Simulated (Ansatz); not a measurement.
Crystal: Ga.

```
Ga
1.0
     1.38300   -4.02650    0.00000
     1.38300    4.02650    0.00000
    -0.11745    0.00000    3.32993
Ga
2
Direct
  0.13100 0.86900 0.75000
  0.86900 0.13100 0.25000
```

This isn't the form of Ga at room conditions, which is orthorhombic.

| Item | Value |
| --- | --- |
| Program | Ansatz 0.2.0 |
| Task | relaxation of cell and atoms |
| Functional | PBEsol |
| Potentials or basis | Ansatz PAW |
| Cutoff | 420 eV (not typed: the program's choice for these potentials) |
| k mesh | 10 × 10 × 8 |
| Occupations | fermi-dirac, width 0.05 eV |
| Spin | no spin polarisation |

At the start: volume 18.54 Å³/atom.

Question: Where does the relaxation end?

Answer: It ends after 8 steps and the volume is 17.92 Å³/atom (-3.4 %); space group C2/c (No. 15, to 0.05 Å).

Step by step:
| step | energy change (eV) | largest force (eV/Å) | volume (Å³) |
| --- | --- | --- | --- |
| 1 | 0.0000 | 0.1969 | 37.09 |
| 2 | -0.0184 | 0.0406 | 35.44 |
| 3 | -0.0221 | 0.0077 | 35.62 |
| 4 | -0.0248 | 0.0090 | 35.83 |
| 5 | -0.0251 | 0.0014 | 35.83 |
| 6 | -0.0247 | 0.0014 | 35.83 |
| 7 | -0.0247 | 0.0007 | 35.83 |
| 8 | -0.0248 | 0.0007 | 35.83 |

Final structure:
```yaml
crystal:
  lattice:
    - [1.40888, -4.01759, 0.01538]
    - [1.40888, 4.01759, 0.01538]
    - [-0.08261, 0.00000, 3.16424]
  atoms:
    - { symbol: Ga, position: [0.13513, 0.86487, 0.75000] }
    - { symbol: Ga, position: [0.86487, 0.13513, 0.25000] }
```

Caveat: the plane-wave basis is chosen anew once the cell has moved, so the energies of steps on either side of that aren't comparable; the PAW data sets come from PBE, with cores solved anew for the run's functional, which leaves a small shift of forces and pressure.
